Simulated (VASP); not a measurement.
## SrO (rocksalt), PBE single-point calculation: Ansatz's output and VASP's

```
Sr O
1.0
     0.00000    2.57989    2.57989
     2.57989    0.00000    2.57989
     2.57989    2.57989    0.00000
Sr O
1 1
Direct
  0.00000 0.00000 0.00000
  0.50000 0.50000 0.50000
```

Ansatz printed

```
SCF 1 converged in 7 iterations: F = -4114.624809 eV  dr2 = 9.19e-9
  greatest PAW one-centre occupation: 0.987 electrons in one spin orbital (limit 2), on the Sr atom at site 0 (counted from 0), in its partial waves of l = 0
NSCF: frozen V_eff on 7 k-points
SCF converged after 7 iterations
Free energy (F): -4114.624809 eV
Harris-Foulkes:  -4114.624809 eV  (|F-HF|=8.02e-9)
Internal energy: -4114.624809 eV  (E = F + TS)
E sigma→0 (E₀):  -4114.624809 eV
Fermi energy:    9.485022 eV
--- Per-component energies (eV) ---
  E_band       = -59.927207
  E_kinetic    = 422.886725
  E_local      = -868.924675  (includes V_loc(G=0)·N_el)
  E_nonlocal   = 250.145138
  E_hartree    = 235.493659
  E_xc         = -249.355683
  E_vxc        = -259.140588  (∫ρ·V_xc dr)
  E_paw        = -2852.329915  (= ΣΔE_a)
  E_vpaw       = -75.882310  (= ΣTr[D̂ρ^β])
  E_aug_tail   = 0.002405  (compensation charges beyond the density's cutoff)
  E_ewald      = -1052.542463
  E_smearing   = -0.000000  (= −TS)
  E_closure    = 0.000000  (closes the sum)
  Σ components = -4114.624809   (vs F -4114.624809, Δ=0.00e0)
--- Forces (eV/Å), atoms counted from 1 ---
  atom   1  Sr    -0.00000000     0.00000000    -0.00000000
  atom   2  O      0.00000000    -0.00000000     0.00000000
  max |Σ_I F_I| component: 2.91e-29 eV/Å
--- Stress (GPa, compression-positive) ---
        1.806560       0.000000       0.000000
        0.000000       1.806560       0.000000
        0.000000       0.000000       1.806560
  P = ⅓ Tr σ = 1.8066 GPa (18.066 kbar)
--- Band table (eV; the first three rows and the last of 29) ---
  k-point 0: bands = ["-24.5192", "-7.2256", "-6.1688", "-6.1688", "-6.1688", "7.8245", "7.8245", "7.8245", "11.7576", "14.0611", "14.0611", "14.0611"]
  k-point 1: bands = ["-24.5002", "-7.5834", "-6.1807", "-6.1807", "-5.8591", "7.3799", "7.6359", "7.6359", "12.4500", "13.9010", "14.3597", "14.3597"]
  k-point 2: bands = ["-24.4537", "-8.1424", "-6.2091", "-6.2091", "-5.4163", "6.5727", "7.2284", "7.2284", "13.7971", "13.9990", "15.1722", "15.1722"]
  k-point 28: bands = ["-24.3468", "-7.8815", "-6.8212", "-6.8212", "-5.6032", "6.7318", "7.3994", "7.3994", "13.8406", "13.8406", "16.4122", "18.9057"]
```

The two codes use different PAW datasets and cutoffs. VASP's cell holds 16 valence electrons and Ansatz's 16. Ansatz's stress includes a Pulay correction; VASP's doesn't.

What does VASP give for the same cell and level of theory?

gap between bands v and c 3.27 eV; least direct gap 3.37 eV; pressure 2.4 GPa.

From OUTCAR

```
k-points           NKPTS =     29   k-points in BZ     NKDIM =     29   number of bands    NBANDS=     15

   NELECT =      16.0000    total number of electrons

   dimension x,y,z NGX =    28 NGY =   28 NGZ =   28
   dimension x,y,z NGXF=    56 NGYF=   56 NGZF=   56

  energy-cutoff  :      520.00
  volume of cell :       34.34
      direct lattice vectors                 reciprocal lattice vectors
     0.000000000  2.579892327  2.579892327    -0.193806538  0.193806538  0.193806538
     2.579892327  0.000000000  2.579892327     0.193806538 -0.193806538  0.193806538
     2.579892327  2.579892327  0.000000000     0.193806538  0.193806538 -0.193806538

 k-points in reciprocal lattice and weights: KPOINTS created by Atomic Simulation Env
   0.00000000  0.00000000  0.00000000       0.002
   0.12500000  0.00000000  0.00000000       0.016
   0.25000000  0.00000000  0.00000000       0.016
   0.37500000  0.00000000  0.00000000       0.016
   0.50000000  0.00000000  0.00000000       0.008
   0.12500000  0.12500000  0.00000000       0.012
   0.25000000  0.12500000  0.00000000       0.047
   0.37500000  0.12500000  0.00000000       0.047
   ...

 E-fermi :   2.1179

 k-point     1 :       0.0000    0.0000    0.0000
  band No.  band energies     occupation
      1     -30.8107      2.00000
      2     -13.4626      2.00000
      3     -12.4592      2.00000
      4     -12.4592      2.00000
      5     -12.4592      2.00000
      6       1.6148      2.00000
      7       1.6148      2.00000
      8       1.6148      2.00000
      9       5.5242      0.00000
     10       7.8024      0.00000
     11       7.8024      0.00000
     12       7.8024      0.00000
     13       9.9463      0.00000
     14       9.9463      0.00000
     15      14.2756      0.00000

 k-point     2 :       0.1250    0.0000    0.0000
  band No.  band energies     occupation
      1     -30.7917      2.00000
      2     -13.8314      2.00000
      3     -12.4712      2.00000
      4     -12.4712      2.00000
      5     -12.1372      2.00000
      6       1.1653      2.00000
      7       1.4215      2.00000
      8       1.4215      2.00000
      9       6.2178      0.00000
     10       7.6543      0.00000
     11       8.1044      0.00000
     12       8.1044      0.00000
     13      10.3465      0.00000
     14      10.3465      0.00000
     15      15.2590      0.00000

 k-point     3 :       0.2500    0.0000    0.0000
  band No.  band energies     occupation
      1     -30.7454      2.00000
      2     -14.3969      2.00000
      3     -12.4996      2.00000
      4     -12.4996      2.00000
      5     -11.6859      2.00000
      6       0.3479      2.00000
      7       1.0037      2.00000
      8       1.0037      2.00000
      9       7.5617      0.00000
     10       7.7712      0.00000
     11       8.9233      0.00000
     12       8.9233      0.00000
     13      11.3481      0.00000
     14      11.3481      0.00000
     15      17.2121      0.00000

 k-point     4 :       0.3750    0.0000    0.0000
  band No.  band energies     occupation
      1     -30.6984      2.00000
      2     -14.8166      2.00000
      3     -12.5275      2.00000
      4     -12.5275      2.00000
      5     -11.3805      2.00000
      6      -0.2969      2.00000
      7       0.6375      2.00000
      8       0.6375      2.00000
      9       7.8948      0.00000
     10       9.2747      0.00000
     11       9.9196      0.00000
     12       9.9196      0.00000
     13      12.5950      0.00000
     14      12.5950      0.00000
     15      16.9793      0.00000

 k-point     5 :       0.5000    0.0000    0.0000
  band No.  band energies     occupation
      1     -30.6787      2.00000
      2     -14.9693      2.00000
      3     -12.5389      2.00000
      4     -12.5389      2.00000
      5     -11.2750      2.00000
      6      -0.5356      2.00000
      7       0.4975      2.00000
      8       0.4975      2.00000
      9       8.1220      0.00000
     10       9.9880      0.00000
     11      10.4019      0.00000
     12      10.4019      0.00000
     13      13.4295      0.00000
     14      13.4295      0.00000
     15      16.2488      0.00000

 k-point     6 :       0.1250    0.1250    0.0000
  band No.  band energies     occupation
      1     -30.7855      2.00000
      2     -13.8655      2.00000
      3     -12.5120      2.00000
      4     -12.5120      2.00000
      5     -12.0661      2.00000
      6       0.8642      2.00000
      7       1.5449      2.00000
      8       1.5449      2.00000
      9       6.2849      0.00000
     10       7.1295      0.00000
     11       8.4496      0.00000
     12       8.4496      0.00000
     13      10.1565      0.00000
     14      10.7456      0.00000
     15      15.5538      0.00000

 ...

  Total        0.5059055      0.5059055      0.5059055     -0.0000000      0.0000000      0.0000000
  in kB       23.6018057     23.6018057     23.6018057     -0.0000000      0.0000000      0.0000000
  external PRESSURE =      23.6018057 kB  Pullay stress =       0.0000000 kB

 POSITION                                       TOTAL-FORCE (eV/Angst)
 -----------------------------------------------------------------------------------
      0.00000      0.00000      0.00000        -0.000000     -0.000000     -0.000000
      2.57989      2.57989      2.57989         0.000000      0.000000      0.000000
 -----------------------------------------------------------------------------------
    total drift:                                0.000000      0.000000      0.000000

  FREE ENERGIE OF THE ION-ELECTRON SYSTEM (eV)
  ---------------------------------------------------
  free  energy   TOTEN  =       -12.0479121338 eV

  energy  without entropy=      -12.0479121338  energy(sigma->0) =      -12.04791213
```
